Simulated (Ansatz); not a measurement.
A run of Ansatz 0.2.0:

input.yaml

```yaml
crystal:
  lattice: { a: 2.7527666992, b: 2.7527666992, c: 2.7527666992, alpha: 60.0, beta: 60.0, gamma: 60.0 }
  atoms:
    - { symbol: Pd, position: [0.0, 0.0, 0.0], spin: 0.39 }
kpoints:
  mp_grid: { grid: [12, 12, 12] }
scf:
  occupations: { method: fermi_dirac, width: 0.05 }
hamiltonian:
  xc: pbesol
  pseudopotentials: { kind: all_electron, datasets: crystal }
magnetization:
  spin_polarized: true
output:
  forces: true
  stress: true
  eigenvalues: true
  elf: true
  volumetric_format: npy
```

Potentials or basis: all-electron PAW datasets made for the crystal.

Run with:

```bash
$ ansatz run input.yaml --threads 1 --pin off --max-ram 2560MiB --backend cpu --events-out ev --progress --plain --runs-dir out
```

Hardware: 1 thread of Arm Neoverse V1 (shared host).

Q: Estimate the wall time of this run.

A: It took 16 s on 1 thread of Arm Neoverse V1 (shared host), peak memory 0.55 GiB. Counts: scf iterations 10, plane waves 137, k points 72, bands 14.
